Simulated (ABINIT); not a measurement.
TaS2, 3 atoms in the cell. It takes space group P-3m1 (No. 164, trigonal). Conventional cell: a = 3.350 Å, b = 3.350 Å, c = 5.860 Å, α = 90.00°, β = 90.00°, γ = 120.00°. Ta (site symmetry -3m) is surrounded by 6 S at 2.43 Å. Around S (site symmetry 3m) lie 3 Ta at 2.43 Å. 

* Program: ABINIT 10.8.3 (patched build)
* Task: optical spectrum
* Functional: LDA
* Potentials or basis: PseudoDojo NC SR LDA v0.4.1 standard
* Cutoff: 680 eV
* k mesh: 10 × 10 × 6, shifted
* Occupations: fermi-dirac, width 0.05 eV
* Spin: no spin polarisation
* Bands in the sums: 18
* Broadening (eV): 0.05
* Scissor shift (eV): 0
* Tensor components: [11, 33]

Potentials or basis: PseudoDojo NC SR LDA v0.4.1 standard.

Command:

```console
$ abinit run.abi > log 2>&1
$ optic optic.abi > optic.log 2>&1
```

Hardware: 1 thread of Arm Neoverse V1, on a shared host.

Q: Estimate the wall time of this run.

A: Run time: 3.7 min on 1 thread of Arm Neoverse V1, on a shared host, peak memory 0.57 GiB. Counts: scf iterations 11, k points 66, bands 17, plane waves 2317.
